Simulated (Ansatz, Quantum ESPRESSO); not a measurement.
**SiC (zinc blende): bulk modulus from a few volumes**

How stiff is zinc blende SiC under hydrostatic load? Each row relaxes cell and atoms at a set pressure. The phase is followed to these pressures whether or not it stays the stable one.

Calculated with Ansatz 0.2.0, PBEsol, PAW files of the set soft_1, cutoff 600 eV, Fermi–Dirac smearing 0.02 eV, k-mesh 11×11×11, no spin polarisation, no spin-orbit coupling.

Reference cell, relaxed at zero pressure with PBEsol (F-43m): a = 3.0807 Å, b = 3.0807 Å, c = 3.0807 Å, α = 60.00°, β = 60.00°, γ = 60.00°.

```csv
atom,x,y,z
Si,0.0000,0.0000,0.0000
C,0.7500,0.7500,0.7500
```

```
V (Å³/atom)    V/V0  P (GPa)  E − E0 (meV/atom)
    10.5323  1.0189   −3.999                2.5
     9.9168  0.9593    9.992               12.7
     9.7338  0.9416   15.000               26.9
     9.5659  0.9254   19.996               45.2
     9.2654  0.8963   29.994               91.9
```

V0 = 10.3372 Å³ an atom, where the residual pressure P0 is +0.003 GPa. **Question.** Fit the Birch–Murnaghan law and give the pressure and the energy at V = 10.1165 Å³ an atom, a row left out above.

With the Eulerian strain f = ½[(V0/V)^(2/3) − 1] and F = (P − P0)/[3f(1 + 2f)^(5/2)], the third-order law is the line F = B0 + (3/2) B0 (B′ − 4) f.

```
       f  F (GPa)
 0.03785   220.07
 0.02653   220.76
 0.02046   221.07
 0.01403   221.41
−0.00619   222.19
```

A straight line through the 5 rows: the means are 0.01854 for f and 221.1 for F, Σ(Δx)² = 0.001072 and ΣΔxΔy = −0.05102, so the slope is −0.05102/0.001072 = −47.577 and the intercept 221.1 − (−47.577)(0.01854) = 221.98.

Hence B0 = 222.0 GPa and B′ = 4 + (−47.6)/(1.5 × 222.0) = 3.86. For the withheld volume f = 0.00725, F = 221.64 GPa and P = 5.00 GPa. The run itself gives 5.00 GPa, so the estimate misses by 0.00 GPa, a rounding's worth.

Integrating the same law gives E − E0 = (9/2) B0 V0 f²[1 + (B′ − 4) f] + P0(V0 − V), with 1 GPa Å³ = 6.2415 meV: 3.4 meV an atom. The run itself gives 3.4 meV, so the estimate misses by 0.0 meV, a rounding's worth.

The same fit over all rows at other levels or in other programs gives B0 = 222 GPa with PBEsol (Quantum ESPRESSO, GBRV).

Measured bulk modulus: 228 GPa (arxiv:1808.08201), against 222 GPa here (−3 %).

The calculation is for a static lattice, while measurements hold thermal and zero-point motion.

[Logs are printed without paths, hosts, clocks, repeated set-up lines and the standing remarks that a program may print on its own settings, such as how far it seeks lower states.]
